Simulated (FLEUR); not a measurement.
# Si (Fd-3m) in FLEUR: single point with LDA (Moruzzi-Janak-Williams)

Aim: the single point of Si with LDA (Moruzzi-Janak-Williams).

Everything below comes from runs of FLEUR MaX-R8.1 (patched build s14). Logs are shortened: lines on timing, memory, paths and dates and some standing lists are left out, and cuts for length are marked.

## (1) The undisturbed crystal

Symmetry: Fd-3m, No. 227, cubic system. Conventional cell: a = 5.444 Å, b = 5.444 Å, c = 5.444 Å, α = 90.00°, β = 90.00°, γ = 90.00°. Si (site symmetry -43m) is surrounded by 4 Si at 2.36 Å.

## (2) Single point, LDA (Moruzzi-Janak-Williams), collinear spin, random start (cell squeezed)

inp.xml

```xml
<?xml version="1.0" encoding="UTF-8" standalone="no"?>
<fleurInput fleurInputVersion="0.39">
   <comment>
      Si                                                                                                  
   </comment>
   <calculationSetup>
      <cutoffs Kmax="4.13" Gmax="12.8" GmaxXC="12.8" numbands="0"/>
      <scfLoop itmax="80" minDistance="0.001" maxIterBroyd="15" imix="Anderson" alpha="0.05" precondParam="0.0" spinf="2.0"/>
      <coreElectrons ctail="T" frcor="F" kcrel="0" coretail_lmax="0"/>
      <xcFunctional name="mjw" relativisticCorrections="F"/>
      <magnetism jspins="2"/>
      <soc l_soc="F" theta="0.0" phi="0.0" spav="F"/>
      <expertModes spex="0" secvar="F"/>
      <geometryOptimization l_f="F" forcealpha="1.0" forcemix="BFGS" epsdisp="0.00001" epsforce="0.00001"/>
      <ldaU l_linMix="F" mixParam="0.05" spinf="1.0"/>
   </calculationSetup>
   <cell>
      <bzIntegration valenceElectrons="24.0" mode="hist" fermiSmearingEnergy="0.00367493">
         <kPointListSelection listName="default-1"/>
         <!-- k-points included here -->
         <xi:include xmlns:xi="http://www.w3.org/2001/XInclude" href="kpts.xml"> </xi:include>
      </bzIntegration>
      <!-- symmetry operations included here -->
      <xi:include xmlns:xi="http://www.w3.org/2001/XInclude" href="sym.xml"> </xi:include>
      <bulkLattice scale="1.0">
         <bravaisMatrix>
            <row-1>    0.0000000000000000     5.0025624611584947     5.0025624611584947</row-1>
            <row-2>    5.0025624611584947     0.0000000000000000     5.0025624611584947</row-2>
            <row-3>    5.0025624611584947     5.0025624611584947     0.0000000000000000</row-3>
         </bravaisMatrix>
      </bulkLattice>
   </cell>
   <atomSpecies>
      <species name="Silicon (S.440" element="Si" atomicNumber="14">
         <mtSphere radius="2.01" gridPoints="665" logIncrement="0.017"/>
         <atomicCutoffs lmax="8" lnonsphr="6"/>
         <electronConfig flipSpins="F">
            <coreConfig>(1s1/2)</coreConfig>
            <valenceConfig>(2s1/2) (2p1/2) (2p3/2) (3s1/2) (3p1/2) (3p3/2)</valenceConfig>
            <stateOccupation state="(3p1/2)" spinUp="0.3333333333333" spinDown="0.3333333333333"/>
            <stateOccupation state="(3p3/2)" spinUp="0.8866666666667" spinDown="0.4466666666667"/>
         </electronConfig>
         <energyParameters s="3" p="3" d="3" f="4"/>
         <lo type="SCLO" l="0" n="2" eDeriv="0"/>
         <lo type="SCLO" l="1" n="2" eDeriv="0"/>
         <lo type="SCLO" l="2" n="3" eDeriv="2"/>
         <lo type="SCLO" l="3" n="4" eDeriv="2"/>
      </species>
      <species name="Silicon (S-.510" element="Si" atomicNumber="14">
         <mtSphere radius="2.01" gridPoints="665" logIncrement="0.017"/>
         <atomicCutoffs lmax="8" lnonsphr="6"/>
         <electronConfig flipSpins="F">
            <coreConfig>(1s1/2)</coreConfig>
            <valenceConfig>(2s1/2) (2p1/2) (2p3/2) (3s1/2) (3p1/2) (3p3/2)</valenceConfig>
            <stateOccupation state="(3p1/2)" spinUp="0.3333333333333" spinDown="0.3333333333333"/>
            <stateOccupation state="(3p3/2)" spinUp="0.4116666666667" spinDown="0.9216666666667"/>
         </electronConfig>
         <energyParameters s="3" p="3" d="3" f="4"/>
         <lo type="SCLO" l="0" n="2" eDeriv="0"/>
         <lo type="SCLO" l="1" n="2" eDeriv="0"/>
         <lo type="SCLO" l="2" n="3" eDeriv="2"/>
         <lo type="SCLO" l="3" n="4" eDeriv="2"/>
      </species>
   </atomSpecies>
   <atomGroups>
      <atomGroup species="Silicon (S.440">
         <relPos label="                   1">1.000/2.000 1.000/2.000 1.000/2.000</relPos>
         <force calculate="T" relaxXYZ="TTT"/>
      </atomGroup>
      <atomGroup species="Silicon (S-.510">
         <relPos label="                   2">-1.000/4.000 -1.000/4.000 -1.000/4.000</relPos>
         <force calculate="T" relaxXYZ="TTT"/>
      </atomGroup>
   </atomGroups>
   <output dos="F" band="F" slice="F">
      <checks vchk="F" cdinf="F"/>
      <bandDOS minEnergy="-.5*Htr" maxEnergy="0.5*Htr" sigma="0.015" storeEVData="T"/>
      <vacuumDOS vacdos="F" integ="F" star="F" nstars="0" locx1="0.0" locy1="0.0" locx2="0.0" locy2="0.0" nstm="0" tworkf="0.0"/>
      <unfoldingBand unfoldBand="F" supercellX="1" supercellY="1" supercellZ="1"/>
      <plotting iplot="0" polar="F">
         <plot TwoD="T" vec1="  1.0  0.0  0.0" vec2="  0.0  1.0  0.0" vec3="  0.0  0.0  1.0" zero="  0.0  0.0  0.0" file="plot"/>
      </plotting>
      <chargeDensitySlicing numkpt="0" minEigenval="0.0" maxEigenval="0.0" nnne="0" pallst="F"/>
      <specialOutput eonly="F"/>
      <magneticCircularDichroism mcd="F" energyLo="-10.0" energyUp="0.0"/>
   </output>
  <!-- We include the file relax.xml here to enable relaxations (see documentation) -->
  <xi:include xmlns:xi="http://www.w3.org/2001/XInclude" href="relax.xml"> <xi:fallback/> </xi:include>
</fleurInput>
```

crystal.txt

```
Si
&input cartesian=F /
0.0000000000  2.6472420506  2.6472420506
2.6472420506  0.0000000000  2.6472420506
2.6472420506  2.6472420506  0.0000000000
1.8897261246
1.0 1.0 1.0

2
14 0.5000000000  0.5000000000  0.5000000000 : 0.440
14 0.7500000000  0.7500000000  0.7500000000 : -0.510

&kpt div1=8 div2=8 div3=8 gamma=T /
```

Potentials or basis: all-electron, FLAPW.

On the command line:

```sh
> inpgen -f crystal.txt -profile fastHighL
> # inp.xml edited to the form shown
> fleur
```

The program printed:

```text
Welcome to FLEUR        (www.flapw.de)
      MaX-Release 8.1          (www.max-centre.eu)

 ========== k-point set info ==========
 Selected k-point list: default-1
 k-point list type: mesh
 8 x 8 x 8
 Number of k points: 29

 ------------Calculation Setup---------------------------
 Number of OMP-threads    :            1
 Number of basis functions:          363
 Approximate size of matrices (H+S) per k-point:         0.004 GB
 --------------------------------------------------------
 Iteration:     1   Distance:       8.95986806 me/bohr^3
 Iteration:     2   Distance:       8.43952432 me/bohr^3
 Iteration:     3   Distance:       1.27018982 me/bohr^3
 Iteration:     4   Distance:       1.13705628 me/bohr^3
 Iteration:     5   Distance:       0.60415384 me/bohr^3
 Iteration:     6   Distance:       0.06638352 me/bohr^3
 Iteration:     7   Distance:       0.12878361 me/bohr^3
 Iteration:     8   Distance:       0.00855798 me/bohr^3
 Iteration:     9   Distance:       0.00372079 me/bohr^3
 Iteration:    10   Distance:       0.00251990 me/bohr^3
 Iteration:    11   Distance:       0.00018542 me/bohr^3

 ********************************************************************
 Run finished successfully
 Stop message:
   all done
 ********************************************************************
```

out.xml (last iteration):

```text
<iteration numberForCurrentRun="   11" overallNumber="   11">
         <energyParameters units="Htr">
            <atomicEP atomType="1" spin="1" branch="3s" branchLowest="-4.64" branchHighest="1.40" value="-0.1512694343"/>
            <atomicEP atomType="1" spin="1" branch="3p" branchLowest="-3.05" branchHighest="1.87" value="0.0225904881"/>
            <atomicEP atomType="1" spin="1" branch="3d" branchLowest="-9.99" branchHighest="2.19" value="0.2099362903"/>
            <atomicEP atomType="1" spin="1" branch="4f" branchLowest="-9.99" branchHighest="4.64" value="0.3760474019"/>
            <loAtomicEP atomType="1" spin="1" branch="2s" branchLowest="-64.88" branchHighest="-4.64" value="-4.6392861585"/>
            <loAtomicEP atomType="1" spin="1" branch="2p" branchLowest="-9.99" branchHighest="-3.05" value="-3.0529479860"/>
            <loAtomicEP atomType="1" spin="1" branch="3d" branchLowest="-9.99" branchHighest="2.19" value="0.2099339477"/>
            <loAtomicEP atomType="1" spin="1" branch="4f" branchLowest="-9.99" branchHighest="4.64" value="0.3760461973"/>
            <atomicEP atomType="2" spin="1" branch="3s" branchLowest="-4.64" branchHighest="1.40" value="-0.1512695016"/>
            <atomicEP atomType="2" spin="1" branch="3p" branchLowest="-3.05" branchHighest="1.87" value="0.0225904092"/>
            <atomicEP atomType="2" spin="1" branch="3d" branchLowest="-9.99" branchHighest="2.19" value="0.2099362072"/>
            <atomicEP atomType="2" spin="1" branch="4f" branchLowest="-9.99" branchHighest="4.64" value="0.3760473173"/>
            <loAtomicEP atomType="2" spin="1" branch="2s" branchLowest="-64.88" branchHighest="-4.64" value="-4.6392861185"/>
            <loAtomicEP atomType="2" spin="1" branch="2p" branchLowest="-9.99" branchHighest="-3.05" value="-3.0529479822"/>
            <loAtomicEP atomType="2" spin="1" branch="3d" branchLowest="-9.99" branchHighest="2.19" value="0.2099338646"/>
            <loAtomicEP atomType="2" spin="1" branch="4f" branchLowest="-9.99" branchHighest="4.64" value="0.3760461127"/>
            <atomicEP atomType="1" spin="2" branch="3s" branchLowest="-4.64" branchHighest="1.40" value="-0.1512694712"/>
            <atomicEP atomType="1" spin="2" branch="3p" branchLowest="-3.05" branchHighest="1.87" value="0.0225904516"/>
            <atomicEP atomType="1" spin="2" branch="3d" branchLowest="-9.99" branchHighest="2.19" value="0.2099362563"/>
            <atomicEP atomType="1" spin="2" branch="4f" branchLowest="-9.99" branchHighest="4.64" value="0.3760473679"/>
            <loAtomicEP atomType="1" spin="2" branch="2s" branchLowest="-64.88" branchHighest="-4.64" value="-4.6392862210"/>
            <loAtomicEP atomType="1" spin="2" branch="2p" branchLowest="-9.99" branchHighest="-3.05" value="-3.0529480875"/>
            <loAtomicEP atomType="1" spin="2" branch="3d" branchLowest="-9.99" branchHighest="2.19" value="0.2099339137"/>
            <loAtomicEP atomType="1" spin="2" branch="4f" branchLowest="-9.99" branchHighest="4.64" value="0.3760461633"/>
            <atomicEP atomType="2" spin="2" branch="3s" branchLowest="-4.64" branchHighest="1.40" value="-0.1512693492"/>
            <atomicEP atomType="2" spin="2" branch="3p" branchLowest="-3.05" branchHighest="1.87" value="0.0225905778"/>
[... 63 lines left out ...]
            <spinDependentCharge spin="2" total="14.0000000" interstitial="2.1210861" mtSpheres="11.8789139"/>
            <totalCharge value="28.0000000002"/>
         </allElectronCharges>
         <magneticMomentsInMTSpheres units="muBohr">
            <globalMagMoment atomType="1" vec="0.00000   0.00000   0.00000"/>
            <localMagMoment atomType="1" vec="0.00000   0.00000   0.00000"/>
            <globalMagMoment atomType="2" vec="0.00000   0.00000   0.00000"/>
            <localMagMoment atomType="2" vec="0.00000   0.00000   0.00000"/>
         </magneticMomentsInMTSpheres>
         <orbitalMomentsInMTSpheres units="muBohr">
            <globalMagMoment atomType="1" vec="0.00000   0.00000   0.00000"/>
            <localMagMoment atomType="1" vec="0.00000   0.00000   0.00000"/>
            <globalMagMoment atomType="2" vec="0.00000   0.00000   0.00000"/>
            <localMagMoment atomType="2" vec="0.00000   0.00000   0.00000"/>
         </orbitalMomentsInMTSpheres>
         <totalEnergy                                    value="     -578.0763865123" units="Htr">
            <sumOfEigenvalues                            value="     -314.3701740662">
               <coreElectrons value="-259.5094133780"/>
               <valenceElectrons value="-54.8607606882"/>
            </sumOfEigenvalues>
            <densityCoulombPotentialIntegral value="-841.0797241963"/>
            <densityEffectivePotentialIntegral value="-893.5418371329"/>
            <chargeDenXCDenIntegral value="-39.7337865250"/>
            <FockExchangeEnergyValence value="0.0000000000"/>
            <FockExchangeEnergyCore value="0.0000000000"/>
            <atomTypeDependentContributions atomType="1">
               <electronNucleiInteractionDifferentMTs value="340.7430990249"/>
               <MadelungTerm value="-7.7441010109"/>
            </atomTypeDependentContributions>
            <atomTypeDependentContributions atomType="2">
               <electronNucleiInteractionDifferentMTs value="340.7431003873"/>
               <MadelungTerm value="-7.7441005327"/>
            </atomTypeDependentContributions>
            <tkbTimesEntropy value="0.0000979725"/>
            <freeEnergy value="-578.0764844848"/>
            <extrapolationTo0K value="-578.0764354986"/>
         </totalEnergy>
         <densityConvergence units="me/bohr^3">
            <chargeDensity spin="1" distance="0.0001104634"/>
            <chargeDensity spin="2" distance="0.0001088576"/>
            <overallChargeDensity distance="0.0001854223"/>
            <spinDensity distance="0.0001171444"/>
         </densityConvergence>
      </iteration>
```

Run time: 27 s. Hardware: 1 thread of AMD EPYC 7B13 (Zen 3), shared host; peak memory 0.09 GiB.

These settings aren't checked as converged (typed here: minDistance = 0.001): the numbers below hold their error.

Results:

```
Free energy                                           : -15730.2625 eV
Band gap on the k mesh                                : 0.39 eV, indirect (least direct gap 2.55 eV)
Net moment                                            : 0.00 μB per cell
Valence electrons inside the program's atomic spheres : Si 9.88 (radii Si 2.01 bohr)
```
